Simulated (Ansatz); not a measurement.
# GaP (F-43m) in Ansatz: a series of runs, part 2 of 2

Ansatz 0.2.0. The steps go on from the part before.

## Step 4: Band structure, HSE03

The input, input.yaml:

```yaml
crystal:
  lattice:
    - [0.0, 2.72525, 2.72525]
    - [2.72525, 0.0, 2.72525]
    - [2.72525, 2.72525, 0.0]
  atoms:
    - { symbol: Ga, position: [0.0, 0.0, 0.0] }
    - { symbol: P, position: [0.75, 0.75, 0.75] }
hamiltonian:
  xc: { exchange: pbe, correlation: pbe, exx: { coeff: 0.25, omega: 0.3 } }
  pseudopotentials: { kind: paw }
kpoints:
  mp_grid: { grid: [4, 4, 4] }
  band_path:
    path:
      - [[0.0, 0.0, 0.0], [0.5, 0.0, 0.5], [0.5, 0.25, 0.75], [0.375, 0.375, 0.75], [0.0, 0.0, 0.0], [0.5, 0.5, 0.5], [0.625, 0.25, 0.625], [0.5, 0.25, 0.75], [0.5, 0.5, 0.5], [0.375, 0.375, 0.75]]
      - [[0.625, 0.25, 0.625], [0.5, 0.0, 0.5]]
    npoints: 4
scf:
  occupations: { method: fermi_dirac, width: 0.05 }
  n_extra_bands: 6
output:
  forces: true
  stress: true
  eigenvalues: true
  fatbands: false
```

Potentials or basis: Ansatz PAW.

Run with:

```console
$ ansatz run input.yaml --threads 2 --pin off --max-ram 5632MiB --backend cpu --events-out ev --progress --plain --runs-dir out
```

Standard output:

```text
Warning: output.stress: scf.convergence.dr2_threshold = 1e-7 eV (the SCF's general default) is looser than the 2e-10 eV advised for a printed stress (1e-10 eV for each atom of the cell: 2). What an SCF threshold leaves in a stress goes as its square root, and in the free energy as the threshold itself, and one threshold admits the most on a small cell: of the crystals measured, under no hybrid functional and no lock of the moments, on runs that ended without the residual-converged pass, on stresses that held no estimate of that error, the worst erred by over 100 MPa in a component at 1e-7 eV an atom and by under 5 at 1e-10. Set scf.convergence.dr2_threshold to 2e-10 eV or tighter. The threshold is an SCF's pass mark: one that does not reach it within its budget of iterations ends unconverged, or closes short of it on a stop that the run arms, and scf.convergence.dr2_threshold's page says what that costs each kind of run
Warning: output.stress: scf.exx.energy_threshold = 1e-6 eV is looser than the 2e-8 eV advised for a stress under a hybrid functional (1e-8 eV for each atom of the cell: 2). Every SCF of the exchange loop can meet its threshold on dr2 while the loop round them stops early: no threshold on dr2 bounds what that leaves in the stress. Set scf.exx.energy_threshold to 2e-8 eV or tighter. The threshold is the loop's pass mark: a loop that does not reach it within its budget of cycles ends unconverged, and scf.exx.energy_threshold's page has the law
Warning: RAYON_NUM_THREADS=2 ignored (pool sized by the plan → 2); use --threads N
scf.n_extra_bands = 6 over 9 filled bands (N_el = 18.0): the run solves 15 bands
Engine: ansatz 0.2.0, x86_64-unknown-linux-gnu
Pseudopotentials: kind: paw
Pseudopotential: Ga, paw, valence charge 13, recommended cutoff 420 eV (normal), Ga.paw.azcp
Pseudopotential: P, paw, valence charge 5, recommended cutoff 420 eV (normal), P.paw.azcp
Functional definition: unnamed
  parameter a_1 = 0.25
  parameter omega_1 = 0.3/angstrom
  exchange = pbe_x + (-a_1)*pbe_x_sr(omega_1) + a_1*exact_x_sr(omega_1)
  correlation = pbe_c
Crystal: 2 atoms, lattice volume = 40.481 Å³
Basis set: ecut = 420 eV, 749 PW (Γ), exchange–correlation on 54×54×54 points (8 copies of the dense FFT grid, shifted against one another)
Bands: 15, of which v1, the nominal top of the filled ones, is band 9 counted from 1 (8 counted from 0)
Symmetry: 24 space group operations
Space group: F-43m (ITA 216), of the structure as read, at distance tolerance 3.4e-5 Å
k-points: 8 of 64 (time reversal used)
Non-local potential: Ga, projectors of the file, l = 0: 2, l = 1: 2, l = 2: 3, l = 3: 1
Non-local potential: P, projectors of the file, l = 0: 2, l = 1: 2, l = 2: 2
PAW form: soft (Blöchl's): semilocal exchange-correlation on the pseudo side does not see the compensation charge
PAW frozen core: Ga, regenerated for the run's functional, and the local potential with it (the file was generated under x = pbe(κ = 0.804, μ = 0.2195149727645171), c = pbe(β = 0.06672455060314922))
PAW frozen core: P, regenerated for the run's functional, and the local potential with it (the file was generated under x = pbe(κ = 0.804, μ = 0.2195149727645171), c = pbe(β = 0.06672455060314922))
PAW one-centre angular grid: Ga, 590 points (default); XC on 64 Gauss nodes
PAW one-centre angular grid: P, 110 points (default); XC on 64 Gauss nodes
Initial density: superposition of atomic densities (neutral atoms: chi_scale 0, normalization atom), corrected by the library's trained network
Initial wavefunctions: pseudopotential atomic-orbital guess
Functional: x = pbe(κ = 0.804, μ = 0.2195149727645171), c = pbe(β = 0.06672455060314922), warm-up for x = pbe(κ = 0.804, μ = 0.2195149727645171) + 0.25 (exact − pbe) at short range (hse, ω = 0.3 Å⁻¹), c = pbe(β = 0.06672455060314922)
SCF iter   1: F=—  HF=-4539.406124 eV  |F-HF|=—  |Δ(HF+E_count)|=         —  Δρ=1.15e-3  dr2=2.97e-4  ethr=1.77e-3  ⟨swp⟩=11.2  Hψ=571  notcnv=0
[... 34 lines left out ...]
Free energy (F): -4540.445623 eV
Frozen-core exchange: fock
Harris-Foulkes:  -4540.445623 eV  (|F-HF|=3.38e-9)
Internal energy: -4540.445623 eV  (E = F + TS)
E sigma→0 (E₀):  -4540.445623 eV
Fermi energy:    7.830525 eV
--- Per-component energies (eV) ---
  E_band       = -92.146591
  E_kinetic    = 185.772559
  E_local      = -2204.708002  (includes V_loc(G=0)·N_el)
  E_nonlocal   = 460.211907
  E_hartree    = 1023.082275
  E_xc         = -107.708629
  E_vxc        = -97.484116  (∫ρ·V_xc dr)
  E_exx        = -53.220920  (= α·E_x^exact, valence–valence)
  E_paw        = -2531.248486  (= ΣΔE_a)
  E_vpaw       = -375.660642  (= ΣTr[D̂ρ^β])
  E_aug_tail   = -0.000107  (compensation charges beyond the density's cutoff)
  E_ewald      = -1312.644944
  E_core_change = 0.018721  (= ΣΔE_core)
  E_smearing   = -0.000000  (= −TS)
  E_closure    = 0.000002  (closes the sum)
  Σ components = -4540.445623   (vs F -4540.445623, Δ=0.00e0)
--- Forces (eV/Å), atoms counted from 1 ---
  atom   1  Ga    -0.00000000     0.00000000     0.00000000
  atom   2  P      0.00000000    -0.00000000     0.00000000
  max |Σ_I F_I| component: 1.85e-16 eV/Å
--- Stress (GPa, compression-positive) ---
        1.404441       0.000000      -0.000000
        0.000000       1.404441       0.000000
       -0.000000       0.000000       1.404441
  P = ⅓ Tr σ = 1.4044 GPa (14.044 kbar)
--- Band table (eV; the first three rows and the last of 8) ---
  k-point 0: bands = ["-10.2660", "-10.2660", "-10.2660", "-10.1652", "-10.1652", "-6.8860", "6.7669", "6.7669", "6.7669", "9.4128", "11.3424", "11.3424", "11.3424", "16.4298", "17.3868"]
  k-point 1: bands = ["-10.2941", "-10.2525", "-10.2525", "-10.1643", "-10.1643", "-6.0545", "2.6591", "6.0650", "6.0650", "9.6393", "12.2412", "12.2412", "13.9744", "16.5317", "16.5317"]
  k-point 2: bands = ["-10.3209", "-10.2425", "-10.2425", "-10.1596", "-10.1596", "-4.6673", "-0.3640", "5.5701", "5.5701", "9.1161", "12.1774", "12.1774", "15.8137", "18.6982", "19.4486"]
  k-point 7: bands = ["-10.3371", "-10.2310", "-10.2101", "-10.1795", "-10.1574", "-3.5991", "-0.2307", "2.9332", "3.1271", "12.0824", "12.5311", "13.6028", "13.6863", "19.5192", "19.7371"]
```

bands.tsv:

```text
# k_distance	band_0	band_1	band_2	band_3	band_4	band_5	band_6	band_7	band_8	band_9	band_10	band_11	band_12	band_13	band_14
[... 57 lines left out ...]
6.992306	-18.171216	-18.053479	-18.045636	-18.012691	-17.985014	-11.564284	-8.067059	-5.274579	-3.482678	1.683557	4.474058	8.134777	8.149813	9.223061	10.211336
7.094198	-18.177065	-18.047884	-18.042141	-18.017718	-17.981731	-11.508001	-8.168948	-4.961866	-3.681748	1.469301	3.314527	8.816510	8.916983	10.004447	10.890607
7.196090	-18.182082	-18.042728	-18.039566	-18.021862	-17.979036	-11.503016	-8.241561	-4.529288	-3.828698	1.305252	2.279736	9.552457	9.696717	10.781389	11.527555
7.297981	-18.185526	-18.038957	-18.038003	-18.024794	-17.977295	-11.514529	-8.287771	-4.123607	-3.918730	1.172984	1.552268	10.278767	10.398197	11.298563	12.048363
7.399873	-18.186741	-18.037477	-18.037477	-18.025931	-17.976707	-11.520751	-8.303835	-3.949050	-3.949050	1.064655	1.336227	10.734367	10.734367	11.284992	12.341553
```

Run time: 2.9 min. Hardware: 2 threads of Intel Xeon at 2.50GHz (Skylake/Cascade Lake), shared host; peak memory 0.59 GiB.

What came out:

| Quantity | Value |
| --- | --- |
| Free energy | -4540.4456 eV |
| Pressure | 1.4 GPa |
| Band gap on the k mesh | 2.13 eV, indirect (least direct gap 2.65 eV) |
| Band gap along the path | 2.13 eV, indirect (least direct gap 2.65 eV) |

Levels at the corners of the path, in eV from the valence-band top:
| point | band 6 | band 7 | band 8 | band 9 | band 10 | band 11 | band 12 | band 13 |
| --- | --- | --- | --- | --- | --- | --- | --- | --- |
| Γ | -13.65 | 0.00 | 0.00 | 0.00 | 2.65 | 4.58 | 4.58 | 4.58 |
| X | -10.46 | -7.24 | -2.89 | -2.89 | 2.13 | 2.40 | 11.80 | 11.80 |
| W | -10.37 | -7.00 | -3.83 | -3.64 | 5.32 | 5.76 | 6.84 | 6.92 |
| K | -10.50 | -7.00 | -4.21 | -2.42 | 2.75 | 5.54 | 9.20 | 9.21 |
| Γ | -13.65 | 0.00 | 0.00 | 0.00 | 2.65 | 4.58 | 4.58 | 4.58 |
| L | -11.43 | -7.13 | -1.20 | -1.20 | 2.35 | 5.41 | 5.41 | 9.05 |
| U | -10.50 | -7.00 | -4.21 | -2.42 | 2.75 | 5.54 | 9.20 | 9.21 |
| W | -10.37 | -7.00 | -3.83 | -3.64 | 5.32 | 5.76 | 6.84 | 6.92 |
| L | -11.43 | -7.13 | -1.20 | -1.20 | 2.35 | 5.41 | 5.41 | 9.05 |
| K | -10.50 | -7.00 | -4.21 | -2.42 | 2.75 | 5.54 | 9.20 | 9.21 |
| U | -10.50 | -7.00 | -4.21 | -2.42 | 2.75 | 5.54 | 9.20 | 9.21 |
| X | -10.46 | -7.24 | -2.89 | -2.89 | 2.13 | 2.40 | 11.80 | 11.80 |

Caveat: the k mesh is coarse (spacing up to 0.50 Å⁻¹), so the values aren't converged, least of all with exact exchange; the PAW data sets come from PBE, with cores solved anew for the run's functional, which leaves a small shift of forces and pressure; the thresholds are loose for stress.

## Step 5: Band structure, r2SCAN50

input.yaml: that of step 4 with these lines changed.

```diff
@@ -9,3 +9,3 @@
 hamiltonian:
-  xc: { exchange: pbe, correlation: pbe, exx: { coeff: 0.25, omega: 0.3 } }
+  xc: r2scan50
   pseudopotentials: { kind: paw }
```

Run with:

```console
$ ansatz run input.yaml --threads 2 --pin off --max-ram 5632MiB --backend cpu --events-out ev --progress --plain --runs-dir out
```

Wall time 3.3 min (2 threads of Intel Xeon at 2.50GHz (Skylake/Cascade Lake), shared host); peak memory 0.75 GiB.

The run converged. Its results:

```yaml
Free_energy: -4547.8573 eV
Pressure: -1.3 GPa
Band_gap_on_the_k_mesh: 4.42 eV, indirect (least direct gap 5.33 eV)
Band_gap_along_the_path: 4.42 eV, indirect (least direct gap 5.33 eV)
```

Levels at the corners of the path, in eV from the valence-band top:
| point | band 6 | band 7 | band 8 | band 9 | band 10 | band 11 | band 12 | band 13 |
| --- | --- | --- | --- | --- | --- | --- | --- | --- |
| Γ | -15.28 | 0.00 | 0.00 | 0.00 | 5.33 | 7.17 | 7.17 | 7.17 |
| X | -11.77 | -8.08 | -3.25 | -3.25 | 4.42 | 4.81 | 15.19 | 15.19 |
| W | -11.68 | -7.78 | -4.31 | -4.04 | 7.85 | 8.67 | 9.49 | 9.75 |
| K | -11.82 | -7.79 | -4.75 | -2.73 | 5.14 | 8.24 | 12.24 | 12.31 |
| Γ | -15.28 | 0.00 | 0.00 | 0.00 | 5.33 | 7.17 | 7.17 | 7.17 |
| L | -12.85 | -8.01 | -1.34 | -1.34 | 4.87 | 8.05 | 8.05 | 11.79 |
| U | -11.82 | -7.79 | -4.75 | -2.73 | 5.14 | 8.24 | 12.24 | 12.31 |
| W | -11.68 | -7.78 | -4.31 | -4.04 | 7.85 | 8.67 | 9.49 | 9.75 |
| L | -12.85 | -8.01 | -1.34 | -1.34 | 4.87 | 8.05 | 8.05 | 11.79 |
| K | -11.82 | -7.79 | -4.75 | -2.73 | 5.14 | 8.24 | 12.24 | 12.31 |
| U | -11.82 | -7.79 | -4.75 | -2.73 | 5.14 | 8.24 | 12.24 | 12.31 |
| X | -11.77 | -8.08 | -3.25 | -3.25 | 4.42 | 4.81 | 15.19 | 15.19 |

Caveat: the k mesh is coarse (spacing up to 0.50 Å⁻¹), so the values aren't converged, least of all with exact exchange; the PAW data sets come from PBE, with cores solved anew for the run's functional, which leaves a small shift of forces and pressure; the thresholds are loose for stress.

## Step 6: The runs side by side

```csv
level,cutoff (eV),gap on the mesh (eV),pressure (GPa)
PBE0,420,2.99,0.9
HSEsol,420,2.20,-1.0
HSE03,420,2.13,1.4
r2SCAN50,500,4.42,-1.3
```

Alike in all rows: task band structure; potentials or basis Ansatz PAW; no spin polarisation; cell as given; k mesh 4 × 4 × 4; smearing fermi-dirac 0.05 eV; the mesh is coarse, so values aren't converged.

Caveats: all runs use coarse meshes; the PAW data sets come from PBE, with cores solved anew for the run's functional, which leaves a small shift of forces and pressure; the thresholds are loose for stress.

Total energies depend on the potentials used, so only differences within one code and one set of settings carry meaning.
